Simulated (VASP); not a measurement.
# Rh (Fm-3m) in VASP: a series of runs, part 2 of 2

VASP 6.6.1.

### Step 3. Relaxation of cell and atoms, PBE

This run uses another cell than the first one, of 13.98 Å³/atom, 1.023 times its volume.

Input file INCAR:

```
PREC = Accurate
ENCUT = 300
EDIFF = 1E-7
ISMEAR = 1
SIGMA = 0.1
LREAL = F
LASPH = T
NELM = 80
ALGO = Normal
ISIF = 3
LWAVE = F
LCHARG = F
GGA = PE
IBRION = 2
NSW = 90
EDIFFG = -0.005
```

Input file KPOINTS:

```
Automatic mesh
0
Gamma
  8 8 8
```

Input file POSCAR:

```
Rh                                      
1.0
    0.0000000000      1.9121682400      1.9121682400
    1.9121682400     -0.0000000000      1.9121682400
    1.9121682400      1.9121682400      0.0000000000
  Rh            
     1
Direct
     0.0000000000000000    0.0000000000000000    0.0000000000000000
```

Potentials or basis: VASP PAW PBE potentials, release 64 (Rh).

Command:

```console
$ cat potpaw_PBE.64/Rh/POTCAR > POTCAR
$ mpirun -np 1 vasp_std > vasp.out
```

OUTCAR:

```text
PREC = Accurate
   ENCUT = 300
   EDIFF = 1E-7
   ISMEAR = 1
   LREAL = F
   LASPH = T
   NELM = 80
   ISIF = 3
   GGA = PE
   IBRION = 2
   NSW = 90
   EDIFFG = -0.005

 ion  position               nearest neighbor table
   1  0.000  0.000  0.000-

  LATTYP: Found a face centered cubic cell.
 ALAT       =     3.8243364800

  Lattice vectors:

 A1 = (   0.0000000000,   1.9121682400,   1.9121682400)
 A2 = (   1.9121682400,   0.0000000000,   1.9121682400)
 A3 = (   1.9121682400,   1.9121682400,   0.0000000000)

Analysis of symmetry for initial positions (statically):
=====================================================================
 Subroutine PRICEL returns:
 Original cell was already a primitive cell.

 Routine SETGRP: Setting up the symmetry group for a
 face centered cubic supercell.

 Subroutine GETGRP returns: Found 48 space group operations
 (whereof 48 operations were pure point group operations)
 out of a pool of 48 trial point group operations.

The static configuration has the point symmetry O_h .

Analysis of symmetry for dynamics (positions and initial velocities):
=====================================================================
 Subroutine PRICEL returns:
 Original cell was already a primitive cell.

 Routine SETGRP: Setting up the symmetry group for a
 face centered cubic supercell.

 Subroutine GETGRP returns: Found 48 space group operations
 (whereof 48 operations were pure point group operations)
 out of a pool of 48 trial point group operations.

The dynamic configuration has the point symmetry O_h .

 Subroutine INISYM returns: Found 48 space group operations
 (whereof 48 operations are pure point group operations),
 and found     1 'primitive' translations

----------------------------------------------------------------------------------------

[... 126 lines left out ...]
 maximum number of plane-waves:       174
   NGX =  7   NGY =  7   NGZ =  7

--------------------------------------- Ionic step        1  -------------------------------------------

 number of electron       9.0000000 magnetization

 Free energy of the ion-electron system (eV)
  ---------------------------------------------------
  ext. energy  EPLUGINS =         0.00000000
  ---------------------------------------------------
  free energy    TOTEN  =        -7.24870772 eV

  energy without entropy =       -7.25008958  energy(sigma->0) =       -7.24916834

------------------------ aborting loop because EDIFF is reached ----------------------------------------

  FORCE on cell =-STRESS in cart. coord.  units (eV):
  Direction    XX          YY          ZZ          XY          YZ          ZX
  --------------------------------------------------------------------------------------
  -------------------------------------------------------------------------------------
  Total       -0.0128212     -0.0128212     -0.0128212     -0.0000000      0.0000000      0.0000000
  in kB       -1.4690272     -1.4690272     -1.4690272     -0.0000000      0.0000000      0.0000000
  external PRESSURE =      -1.4690272 kB  Pullay stress =       0.0000000 kB
[... 57 lines left out ...]
--------------------------------------- Ionic step        3  -------------------------------------------

 number of electron       9.0000000 magnetization

 Free energy of the ion-electron system (eV)
  ---------------------------------------------------
  ext. energy  EPLUGINS =         0.00000000
  ---------------------------------------------------
  free energy    TOTEN  =        -7.24871253 eV

  energy without entropy =       -7.25010097  energy(sigma->0) =       -7.24917534

 E-fermi :  11.4704     XC(G=0): -13.5122

 val. band max:       11.4492709982   @ k =  -0.3750   0.2500   0.0000
 cond. band min:      11.5381808836   @ k =   0.3750   0.0000   0.0000
 fundamental gap:      0.0889098854
 Fermi energy:        11.4703703078

 k-point     1 :       0.0000    0.0000    0.0000
  band No.  band energies     occupation
      1       3.6247      2.00000
      2       8.4632      2.00000
      3       8.4632      2.00000
      4       8.4632      2.00000
      5      10.5036      2.00000
      6      10.5036      2.00000
      7      27.4583      0.00000
      8      27.6849      0.00000
[... 243 lines left out ...]
 k-point    24 :      -0.3750    0.2500    0.1250
  band No.  band energies     occupation
      1       6.5782      2.00000
      2       7.4315      2.00000
      3       8.8667      2.00000
      4       9.5155      2.00000
      5      11.8293     -0.00000
      6      16.7996      0.00000
      7      19.7572      0.00000
      8      27.4118      0.00000

 [... further k-points ...]

------------------------ aborting loop because EDIFF is reached ----------------------------------------

  FORCE on cell =-STRESS in cart. coord.  units (eV):
  Direction    XX          YY          ZZ          XY          YZ          ZX
  --------------------------------------------------------------------------------------
  -------------------------------------------------------------------------------------
  Total        0.0023738      0.0023738      0.0023738      0.0000000      0.0000000      0.0000000
  in kB        0.2721770      0.2721770      0.2721770      0.0000000      0.0000000      0.0000000
  external PRESSURE =       0.2721770 kB  Pullay stress =       0.0000000 kB
[... 16 lines left out ...]
  FREE ENERGIE OF THE ION-ELECTRON SYSTEM (eV)
  ---------------------------------------------------
  free  energy   TOTEN  =        -7.2487125300 eV

  energy  without entropy=       -7.2501009712  energy(sigma->0) =       -7.24917534

 reached required accuracy - stopping structural energy minimisation
```

Run time: 5.2 s. Hardware: 1 thread of Intel Xeon Platinum 8488C (Sapphire Rapids), shared host; peak memory 0.11 GiB.

What came out:

```
Free energy                            : -7.2487 eV
Relaxed volume                         : 13.97 Å³/atom
Relaxed cell                           : a = 2.704 Å, b = 2.704 Å, c = 2.704 Å, α = 60.00°, β = 60.00°, γ = 60.00°
Space group after relaxing (to 0.05 Å) : Fm-3m (No. 225)
Energy gained by relaxing              : 0.0 meV/atom
Ionic steps                            : 3
Pressure after relaxing                : 0.0 GPa
Band gap on the k mesh                 : none (metal or under the smearing width)
```

Final structure:
```cif
data_structure
_symmetry_space_group_name_H-M 'P 1'
_symmetry_Int_Tables_number 1
_cell_length_a 2.7036
_cell_length_b 2.7036
_cell_length_c 2.7036
_cell_angle_alpha 60.000
_cell_angle_beta 60.000
_cell_angle_gamma 60.000
_cell_volume 13.97
loop_
_atom_site_label
_atom_site_type_symbol
_atom_site_fract_x
_atom_site_fract_y
_atom_site_fract_z
_atom_site_occupancy
Rh1 Rh 0.00000 0.00000 0.00000 1
```

### Step 4. Relaxation of the atoms, PBE (a relaxed cell with its volume scaled by 0.94)

INCAR, as its differences from that of step 3:

```diff
@@ -9,3 +9,3 @@
 ALGO = Normal
-ISIF = 3
+ISIF = 2
 LWAVE = F
@@ -14,3 +14,3 @@
 IBRION = 2
-NSW = 90
-EDIFFG = -0.005
+NSW = 40
+EDIFFG = -0.01
```

KPOINTS is that of step 3.

Input file POSCAR:

```
Rh                                      
1.0
    0.0000000000      1.8727049811      1.8727049811
    1.8727049811      0.0000000000      1.8727049811
    1.8727049811      1.8727049811      0.0000000000
  Rh            
     1
Direct
     0.0000000000000000    0.0000000000000000    0.0000000000000000
```

Command:

```console
$ cat potpaw_PBE.64/Rh/POTCAR > POTCAR
$ mpirun -np 1 vasp_std > vasp.out
```

Wall time 2.6 s (1 thread of Intel Xeon Platinum 8488C (Sapphire Rapids), shared host); peak memory 0.1 GiB.

Results (log left out):

| Item | Value |
| --- | --- |
| Free energy | -7.1988 eV |
| Pressure after relaxing | 18.9 GPa |
| Band gap on the k mesh | none (metal or under the smearing width) |

Final structure:
```
Rh
1.0
     0.00000    1.87270    1.87270
     1.87270    0.00000    1.87270
     1.87270    1.87270    0.00000
Rh
1
Cartesian
  0.0000 0.0000 0.0000
```

Levels at points of the mesh, in eV from the Fermi level:
```
           k point  band 1  band 2  band 3  band 4  band 5  band 6  band 7  band 8
(0.00, 0.00, 0.00)   -8.32   -3.31   -3.31   -3.31   -1.06   -1.06   15.91   15.99
(0.50, 0.00, 0.00)   -6.53   -3.40   -3.40    0.62    0.62    0.66    9.11   15.44
(0.50, 0.50, 0.00)   -6.77   -6.38    0.59    1.06    1.06    3.29   12.86   13.53
```

Caveat: the k mesh is coarse (spacing up to 0.36 Å⁻¹), so the values aren't converged; the relaxation stopped at its first step, so nothing moved.

### Step 5. Relaxation of the atoms, PBE (a relaxed cell with its volume scaled by 0.96)

INCAR is that of step 4.

KPOINTS is that of step 4.

Input file POSCAR:

```
Rh                                      
1.0
    0.0000000000      1.8858934789      1.8858934789
    1.8858934789      0.0000000000      1.8858934789
    1.8858934789      1.8858934789      0.0000000000
  Rh            
     1
Direct
     0.0000000000000000    0.0000000000000000    0.0000000000000000
```

Command:

```console
$ cat potpaw_PBE.64/Rh/POTCAR > POTCAR
$ mpirun -np 1 vasp_std > vasp.out
```

Wall time 2.4 s (1 thread of Intel Xeon Platinum 8488C (Sapphire Rapids), shared host); peak memory 0.1 GiB.

Results (log left out):

| Item | Value |
| --- | --- |
| Free energy | -7.2267 eV |
| Pressure after relaxing | 11.8 GPa |
| Band gap on the k mesh | none (metal or under the smearing width) |

Final structure:
```yaml
crystal:
  lattice:
    - [0.00000, 1.88589, 1.88589]
    - [1.88589, 0.00000, 1.88589]
    - [1.88589, 1.88589, 0.00000]
  atoms:
    - { symbol: Rh, position: [0.00000, 0.00000, 0.00000] }
```

Levels at points of the mesh, in eV from the Fermi level:
```
           k point  band 2  band 3  band 4  band 5  band 6  band 7
(0.00, 0.00, 0.00)   -3.21   -3.21   -3.21   -1.03   -1.03   15.94
(0.50, 0.00, 0.00)   -3.28   -3.28    0.59    0.59    0.68    8.89
(0.50, 0.50, 0.00)   -6.18    0.57    1.02    1.02    3.26   12.59
```

Caveat: the k mesh is coarse (spacing up to 0.36 Å⁻¹), so the values aren't converged; the relaxation stopped at its first step, so nothing moved.

### Step 6. Relaxation of the atoms, PBE (a relaxed cell with its volume scaled by 0.98)

INCAR is that of step 5.

KPOINTS is that of step 5.

Input file POSCAR:

```
Rh                                      
1.0
    0.0000000000      1.8989000518      1.8989000518
    1.8989000518      0.0000000000      1.8989000518
    1.8989000518      1.8989000518      0.0000000000
  Rh            
     1
Direct
     0.0000000000000000    0.0000000000000000    0.0000000000000000
```

Potentials or basis: VASP PAW PBE potentials, release 64 (Rh).

Command:

```console
$ cat potpaw_PBE.64/Rh/POTCAR > POTCAR
$ mpirun -np 1 vasp_std > vasp.out
```

It took 2.3 s on 1 thread of Intel Xeon Platinum 8488C (Sapphire Rapids), shared host; peak memory 0.1 GiB.

Results (log left out):

```
Free energy             : -7.2428 eV
Pressure after relaxing : 5.5 GPa
Band gap on the k mesh  : none (metal or under the smearing width)
```

Final structure:
```
Rh
1.0
     0.00000    1.89890    1.89890
     1.89890    0.00000    1.89890
     1.89890    1.89890    0.00000
Rh
1
Direct
  0.00000 0.00000 0.00000
```

Levels at points of the mesh, in eV from the Fermi level:
```tsv
k point	band 1	band 2	band 3	band 4	band 5	band 6	band 7	band 8
(0.00, 0.00, 0.00)	-8.00	-3.10	-3.10	-3.10	-1.00	-1.00	15.97	16.14
(0.50, 0.00, 0.00)	-6.16	-3.18	-3.18	0.57	0.57	0.71	8.67	15.48
(0.50, 0.50, 0.00)	-6.35	-5.99	0.54	0.98	0.98	3.24	12.32	13.29
```

Caveat: the relaxation stopped at its first step, so nothing moved.

### Step 7. Overview

```tsv
task	cell	mesh quality	gap on the mesh (eV)	pressure (GPa)
relaxation of cell and atoms	relaxed	not flagged	none	0.0
relaxation of the atoms	atoms relaxed from: a relaxed cell with its volume scaled by 0.94	coarse	none	18.9
relaxation of the atoms	atoms relaxed from: a relaxed cell with its volume scaled by 0.96	coarse	none	11.8
relaxation of the atoms	atoms relaxed from: a relaxed cell with its volume scaled by 0.98	not flagged	none	5.5
```

Alike in all rows: level PBE; potentials or basis VASP PAW PBE potentials, release 64 (Rh); no spin polarisation; k mesh 8 × 8 × 8; cutoff (eV) 300; smearing methfessel-paxton 0.1 eV.

Caveats: some runs use coarse meshes; the relaxation stopped at its first step, so nothing moved (some runs).

Absolute energies hang on the potentials; compare differences alone.
